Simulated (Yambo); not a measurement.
# GaN (F-43m) in Yambo: notebook

Runs on GaN. Level: PBE. Tasks: energy-loss spectrum.

All numbers are computed with Yambo 5.3.0; they aren't measurements. Logs are shortened: lines on timing, memory, paths and dates and some standing lists are left out, and cuts for length are marked.

**Measured values to compare with.**

From a printed reference work, textbook, for a bulk crystal of GaN at 0 K: band gap 3.299 eV (direct).

The results are compared with them further down.

**1. Starting point**

It takes space group F-43m (No. 216, cubic). The conventional cell has a = 4.507 Å, b = 4.507 Å, c = 4.507 Å, α = 90.00°, β = 90.00°, γ = 90.00°. Ga (site symmetry -43m) is surrounded by 4 N at 1.95 Å. Around N (site symmetry -43m) lie 4 Ga at 1.95 Å.

The cell is a database's computed one.

**2. Energy-loss spectrum, PBE**

eels0.in reads:

```
optics
chi
Chimod= "HARTREE"
% BndsRnXd
 1 | 39 |
%
NGsBlkXd= 3 Ry
% LongDrXd
 1 | 1 | 1 |
%
% QpntsRXd
 2 | 2 |
%
% EnRngeXd
 0 | 50 | eV
%
% DmRngeXd
 0.3 | 0.3 | eV
%
ETStpsXd= 250
```

scf.in reads:

```
&CONTROL
  calculation = 'scf'
  prefix = 'pwscf'
  outdir = './tmp'
  pseudo_dir = './pseudo'
/
&SYSTEM
  ibrav = 0
  nat = 2
  ntyp = 2
  ecutwfc = 84
  nbnd = 15
  occupations = 'smearing'
  smearing = 'fd'
  degauss = 0.00367493
  force_symmorphic = .true.
/
&ELECTRONS
  conv_thr = 4d-10
  electron_maxstep = 120
  mixing_beta = 0.5
/
ATOMIC_SPECIES
Ga    69.7230 Ga.upf
N     14.0070 N.upf
CELL_PARAMETERS angstrom
   0.0000000000    2.2535006075    2.2535006075
   2.2535006075    0.0000000000    2.2535006075
   2.2535006075    2.2535006075    0.0000000000
ATOMIC_POSITIONS crystal
Ga     0.0000000000    0.0000000000    0.0000000000
N      0.2500000000    0.2500000000    0.2500000000
K_POINTS automatic
12 12 12 0 0 0
```

nscf.in reads:

```
&CONTROL
  calculation = 'nscf'
  prefix = 'pwscf'
  outdir = './tmp'
  pseudo_dir = './pseudo'
/
&SYSTEM
  ibrav = 0
  nat = 2
  ntyp = 2
  ecutwfc = 84
  nbnd = 39
  occupations = 'fixed'
  force_symmorphic = .true.
/
&ELECTRONS
  conv_thr = 1d-08
  diago_full_acc = .true.
  diago_thr_init = 1d-06
/
ATOMIC_SPECIES
Ga    69.7230 Ga.upf
N     14.0070 N.upf
CELL_PARAMETERS angstrom
   0.0000000000    2.2535006075    2.2535006075
   2.2535006075    0.0000000000    2.2535006075
   2.2535006075    2.2535006075    0.0000000000
ATOMIC_POSITIONS crystal
Ga     0.0000000000    0.0000000000    0.0000000000
N      0.2500000000    0.2500000000    0.2500000000
K_POINTS automatic
12 12 12 0 0 0
```

Potentials or basis: PseudoDojo 0.4.1 SR PBE standard.

The run is started by

```
> OMP_NUM_THREADS=1 pw.x -in scf.in > scf.out
> OMP_NUM_THREADS=1 pw.x -in nscf.in > nscf.out
> cd tmp/pwscf.save; p2y; mv SAVE ../..; cd ../..
> OMP_NUM_THREADS=1 yambo
> OMP_NUM_THREADS=1 yambo -F eels0.in -J eels0 -C eels0_out
```

Yambo's report:

```text
[... sections 02.01 to 02.04 as in the set-up run ...]

  [02.05] Energies & Occupations
  ==============================

  [X] === General ===
  [X] Electronic Temperature                        :  0.000000  0.000000 [eV K]
  [X] Bosonic    Temperature                        :  0.000000  0.000000 [eV K]
  [X] Finite Temperature mode                       : no
  [X] El. density                                   :  0.78645E+24 [cm-3]
  [X] Fermi Level                                   :  10.58977 [eV]

  [X] === Gaps and Widths ===
  [X] Conduction Band Min                           :  1.758725 [eV]
  [X] Valence Band Max                              :  0.000000 [eV]
  [X] Filled Bands                                  :   9
  [X] Empty Bands                                   :   10   39
  [X] Direct Gap                                    :  1.758725 [eV]
  [X] Direct Gap localized at k                     :  1
  [X] Indirect Gap                                  :  1.758725 [eV]
  [X] Indirect Gap between kpts                     :  1  1
  [X] Last valence band width                       :  3.622202 [eV]
  [X] 1st conduction band width                     :  5.022197 [eV]

 [03] Transferred momenta grid and indexing
 ==========================================

 IBZ Q-points                                      :   72
 BZ  Q-points                                      :  1728

 K/Q-points units:
 rlu = crystal or reduced units; cc = cartesian coordinates; iku = interal k-units

 Q [ 1]         [rlu]:  0.000000  0.000000  0.000000
 Q [ 2]         [rlu]:  0.14267E-17  0.14267E-17  0.83333E-01
 Q [ 3]         [rlu]:  0.28534E-17  0.28534E-17  0.16667
 Q [ 4]         [rlu]:  0.10757E-16  0.10757E-16  0.25000
 Q [ 5]         [rlu]:  0.57068E-17  0.57068E-17  0.33333
 Q [ 6]         [rlu]: -0.92112E-17 -0.92112E-17  0.41667
 Q [ 7]         [rlu]: -0.21514E-16 -0.21514E-16 -0.50000
 Q [ 8]         [rlu]: -0.14266E-17  0.83333E-01  0.83333E-01
 Q [ 9]         [rlu]: -0.80929E-18  0.83333E-01  0.16667
 Q [10]         [rlu]:  0.28534E-17  0.83333E-01  0.25000
 Q [11]         [rlu]: -0.16998E-16  0.83333E-01  0.33333
 Q [12]         [rlu]:  0.23595E-16  0.83333E-01  0.41667
 Q [13]         [rlu]:  0.30260E-16  0.83333E-01  0.50000
 Q [14]         [rlu]:  0.14262E-16  0.83333E-01 -0.41667
 Q [15]         [rlu]:  0.11059E-16  0.83333E-01 -0.33333
[... 33 lines left out ...]
 Q [49]         [rlu]:  0.083333  0.250000  0.333333
 Q [50]         [rlu]:  0.083333  0.250000  0.416667

 Remaining 22 points informations can be written running with -fatlog

 [04] Optics
 ===========

 [WF-X loader] Normalization (few states)  min/max  :  0.20498E-16   1.0000

 [X-CG] R(p) Tot o/o(of R):    65257   466560      100
```

r_setup:

```text
[02] CORE Variables Setup
 =========================

  [02.01] Unit cells
  ==================

  Cell kind             :  FCC
  Atoms in the cell     :  Ga  N
  number of Ga atoms    :  1
  number of N  atoms    :  1
[... 711 lines left out ...]

  [03.01] X indexes
  =================

   [03.01.01] Sigma indexes
   ========================

   [WR./SAVE//ndb.kindx]-----------------------------------------------------------
    Fragmentation                                    : no
    Polarization last K ( bz)                        :  1728
    Polarization last K (ibz)                        :   72
    QP states                                        :    1   72
    X grid is uniform                                : yes
    Grids (string)                                   :  X S
    Grids (int-vector)                               :  1  0  0  1
```

o-eels0.eel_q2_inv_rpa_dyson:

```text
# Electron Energy Loss @ Q(2):  0.416666667E-1  0.416666667E-1 -0.416666667E-1 [iku]
#
# [ X ] Hartree size                              :  27
# [GEN] GF Energies                               : Perdew, Burke & Ernzerhof(X)+Perdew, Burke & Ernzerhof(C)
# [GEN] Green`s Function                          : T-ordered
#
#    E[1] [eV]          Im(eel)            Re(eel)            Im(eel_o)          Re(eel_o)
#
        0.000000           0.006360          -0.184882           0.006191          -0.175215
        0.200803           0.006383          -0.184722           0.006212          -0.175063
        0.401606           0.006454          -0.184237           0.006278          -0.174603
        0.602410           0.006577          -0.183418           0.006393          -0.173826
        0.803213           0.006762          -0.182248           0.006566          -0.172717
        1.004016           0.007024          -0.180699           0.006811          -0.171248
[... 242 lines left out ...]
        49.79920           0.230718          -1.120569           0.253127          -1.148048
        50.00000           0.227562          -1.106360           0.253683          -1.129778
#
```

It took 2.1 min on 1 thread of Arm Neoverse V2, shared host; peak memory 0.61 GiB.

What came out:

- Band gap on the k mesh, mean-field level: 1.76 eV, direct
- Peak of the energy-loss function: 19.7 eV

Energy-loss function at q = [0.0, 0.0, 0.083333] (reciprocal lattice):
| energy (eV) | loss |
| --- | --- |
| 0.0 | 0.006 |
| 2.2 | 0.016 |
| 4.4 | 0.050 |
| 6.4 | 0.084 |
| 8.6 | 0.168 |
| 10.8 | 0.225 |
| 13.1 | 0.251 |
| 15.3 | 0.592 |
| 17.5 | 1.192 |
| 19.5 | 1.680 |
| 21.7 | 1.328 |
| 23.9 | 0.897 |
| 26.1 | 1.102 |
| 28.3 | 0.765 |
| 30.5 | 0.584 |
| 32.5 | 0.502 |
| 34.7 | 0.397 |
| 36.9 | 0.408 |
| 39.2 | 0.472 |
| 41.4 | 0.387 |
| 43.6 | 0.318 |
| 45.6 | 0.300 |
| 47.8 | 0.273 |
| 50.0 | 0.228 |

**3. Energy-loss spectrum, PBE**

eels1.in reads:

```
optics
chi
Chimod= "HARTREE"
% BndsRnXd
 1 | 39 |
%
NGsBlkXd= 3 Ry
% LongDrXd
 1 | 1 | 1 |
%
% QpntsRXd
 3 | 3 |
%
% EnRngeXd
 0 | 50 | eV
%
% DmRngeXd
 0.3 | 0.3 | eV
%
ETStpsXd= 250
```

scf.in is that of step 2.

nscf.in is that of step 2.

Potentials or basis: PseudoDojo 0.4.1 SR PBE standard.

The run is started by

```
> OMP_NUM_THREADS=1 pw.x -in scf.in > scf.out
> OMP_NUM_THREADS=1 pw.x -in nscf.in > nscf.out
> cd tmp/pwscf.save; p2y; mv SAVE ../..; cd ../..
> OMP_NUM_THREADS=1 yambo
> OMP_NUM_THREADS=1 yambo -F eels1.in -J eels1 -C eels1_out
```

Yambo's report:

```text
[... sections 02.01 to 02.04 as in the set-up run ...]

  [02.05] Energies & Occupations
  ==============================

  [X] === General ===
  [X] Electronic Temperature                        :  0.000000  0.000000 [eV K]
  [X] Bosonic    Temperature                        :  0.000000  0.000000 [eV K]
  [X] Finite Temperature mode                       : no
  [X] El. density                                   :  0.78645E+24 [cm-3]
  [X] Fermi Level                                   :  10.58977 [eV]

  [X] === Gaps and Widths ===
  [X] Conduction Band Min                           :  1.758725 [eV]
  [X] Valence Band Max                              :  0.000000 [eV]
  [X] Filled Bands                                  :   9
  [X] Empty Bands                                   :   10   39
  [X] Direct Gap                                    :  1.758725 [eV]
  [X] Direct Gap localized at k                     :  1
  [X] Indirect Gap                                  :  1.758725 [eV]
  [X] Indirect Gap between kpts                     :  1  1
  [X] Last valence band width                       :  3.622202 [eV]
  [X] 1st conduction band width                     :  5.022197 [eV]

 [03] Transferred momenta grid and indexing
 ==========================================

 IBZ Q-points                                      :   72
 BZ  Q-points                                      :  1728

 K/Q-points units:
 rlu = crystal or reduced units; cc = cartesian coordinates; iku = interal k-units

 Q [ 1]         [rlu]:  0.000000  0.000000  0.000000
 Q [ 2]         [rlu]:  0.14267E-17  0.14267E-17  0.83333E-01
 Q [ 3]         [rlu]:  0.28534E-17  0.28534E-17  0.16667
 Q [ 4]         [rlu]:  0.10757E-16  0.10757E-16  0.25000
 Q [ 5]         [rlu]:  0.57068E-17  0.57068E-17  0.33333
 Q [ 6]         [rlu]: -0.92112E-17 -0.92112E-17  0.41667
 Q [ 7]         [rlu]: -0.21514E-16 -0.21514E-16 -0.50000
 Q [ 8]         [rlu]: -0.14266E-17  0.83333E-01  0.83333E-01
 Q [ 9]         [rlu]: -0.80929E-18  0.83333E-01  0.16667
 Q [10]         [rlu]:  0.28534E-17  0.83333E-01  0.25000
 Q [11]         [rlu]: -0.16998E-16  0.83333E-01  0.33333
 Q [12]         [rlu]:  0.23595E-16  0.83333E-01  0.41667
 Q [13]         [rlu]:  0.30260E-16  0.83333E-01  0.50000
 Q [14]         [rlu]:  0.14262E-16  0.83333E-01 -0.41667
 Q [15]         [rlu]:  0.11059E-16  0.83333E-01 -0.33333
[... 33 lines left out ...]
 Q [49]         [rlu]:  0.083333  0.250000  0.333333
 Q [50]         [rlu]:  0.083333  0.250000  0.416667

 Remaining 22 points informations can be written running with -fatlog

 [04] Optics
 ===========

 [WF-X loader] Normalization (few states)  min/max  :  0.20498E-16   1.0000

 [X-CG] R(p) Tot o/o(of R):    65480   466560      100
```

Wall time 2.1 min (1 thread of Arm Neoverse V2, shared host); peak memory 0.61 GiB.

Results:

```
Band gap on the k mesh, mean-field level : 1.76 eV, direct
Peak of the energy-loss function         : 19.7 eV
```

Energy-loss function at q = [0.0, 0.0, 0.16667] (reciprocal lattice):
| energy (eV) | loss |
| --- | --- |
| 0.0 | 0.006 |
| 2.2 | 0.009 |
| 4.4 | 0.047 |
| 6.4 | 0.073 |
| 8.6 | 0.149 |
| 10.8 | 0.217 |
| 13.1 | 0.277 |
| 15.3 | 0.608 |
| 17.5 | 1.010 |
| 19.5 | 1.461 |
| 21.7 | 1.175 |
| 23.9 | 0.917 |
| 26.1 | 1.136 |
| 28.3 | 0.775 |
| 30.5 | 0.602 |
| 32.5 | 0.533 |
| 34.7 | 0.404 |
| 36.9 | 0.427 |
| 39.2 | 0.480 |
| 41.4 | 0.373 |
| 43.6 | 0.319 |
| 45.6 | 0.301 |
| 47.8 | 0.270 |
| 50.0 | 0.225 |

**4. How close it comes**

Step 2. Against the measured gap of GaN, 3.299 eV (direct; 0 K; a printed reference work, textbook), the calculated 1.76 eV is off by -1.54 eV. Spin-orbit coupling on Ga is left out. The value is that of PBE on a finite k mesh, which can miss the band edges, without temperature or zero-point motion. Semilocal functionals fall short of measured gaps as a rule. The cell is a database's relaxed one, not the measured one, which moves gaps too.

Step 3. Measured gap of GaN: 3.299 eV (direct; 0 K; a printed reference work, textbook). This calculation gives 1.76 eV (-1.54 eV). Spin-orbit coupling on Ga is left out. The value is that of PBE on a finite k mesh, which can miss the band edges, without temperature or zero-point motion. Semilocal functionals fall short of measured gaps as a rule. The cell is a database's relaxed one, not the measured one, which moves gaps too.
